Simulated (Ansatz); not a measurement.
## Ga under changes of volume

One of the cells (20.046 Å³/atom); the others are scaled copies at fixed shape and fractional positions:

```xyz
1
Lattice="2.7165 0.0000 0.0000 0.0000 2.7165 0.0000 0.0000 0.0000 2.7165" Properties=species:S:1:pos:R:3 pbc="T T T"
Ga    0.0000    0.0000    0.0000
```

The cell was built by a generator and needn't be a form met in nature.

- Program: Ansatz 0.2.0
- Functional: PBE
- Potentials or basis: Ansatz PAW
- Cutoff: 420 eV (not typed: the program's choice for these potentials)
- k mesh: 10 × 10 × 10
- Occupations: fermi-dirac, width 0.05 eV
- Spin: no spin polarisation

| volume (Å³/atom) | energy over the lowest point (meV/atom) | pressure (GPa) |
| --- | --- | --- |
| 18.843 | 10.67 | 3.2 |
| 19.244 | ? | ? |
| 19.645 | 1.36 | 1.0 |
| 20.046 | 0.00 | 0.2 |
| 20.447 | 0.21 | -0.5 |
| 20.847 | 2.28 | -1.3 |
| 21.248 | 6.33 | -2.0 |

Question: What does the run at 19.244 Å³/atom give?

Answer: Energy over the lowest point 4.61 meV/atom; pressure 1.9 GPa.

Worked out: A Birch-Murnaghan fit of order 3 (a polynomial in V^(-2/3)) to the other rows has its minimum at 20.17 Å³/atom with B0 = V·E''(V) = 38 GPa (rough, since the energies scatter). It gives 5.02 meV/atom at 19.244 Å³/atom, against the run's 4.61, and -dE/dV = 1.8 GPa, against 1.9.

Energies are extrapolated to zero smearing.
